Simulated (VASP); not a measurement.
## Bi: single point with LDA

The system is Bi.

```
Bi
1.0
    -4.25748    4.25748    1.43056
     4.25748   -4.25748    1.43056
     4.25748    4.25748   -1.43056
Bi
1
Direct
  0.00000 0.00000 0.00000
```

This isn't the form of Bi at room conditions, which is rhombohedral.

| Quantity | Value |
| --- | --- |
| Program | VASP 6.6.1 |
| Task | single point |
| Functional | LDA |
| Potentials or basis | VASP PAW LDA potentials, release 64 (Bi_d) |
| Cutoff | 520 eV |
| k mesh | 10 × 10 × 10 |
| Occupations | gaussian, width 0.05 eV |
| Spin | no spin polarisation |

The pressure is -0.7 GPa and the band gap on the k mesh is none (metal or under the smearing width).

Stress tensor (GPa, compression positive):
```
-0.37  0.00  0.00
 0.00 -0.37  0.00
 0.00  0.00 -1.44
```

Levels at points of the mesh, in eV from the Fermi level:
| k point | band 6 | band 7 | band 8 | band 9 | band 10 | band 11 |
| --- | --- | --- | --- | --- | --- | --- |
| (0.00, 0.00, 0.00) | -11.92 | -1.50 | -1.50 | 2.61 | 4.43 | 7.11 |
| (0.50, 0.00, 0.00) | -8.24 | -3.95 | 1.71 | 1.72 | 5.94 | 6.14 |
| (0.50, 0.50, 0.00) | -11.92 | -1.87 | -1.47 | 3.66 | 4.86 | 5.67 |
| (0.50, 0.50, 0.50) | -11.91 | -1.81 | -1.81 | 3.79 | 6.27 | 6.27 |

Run time: 2.8 min on 1 thread of AMD EPYC 9R45 (Zen 5), on a shared host, peak memory 0.28 GiB.

Caveat: spin-orbit coupling is left out, which moves the levels of the heavy elements.
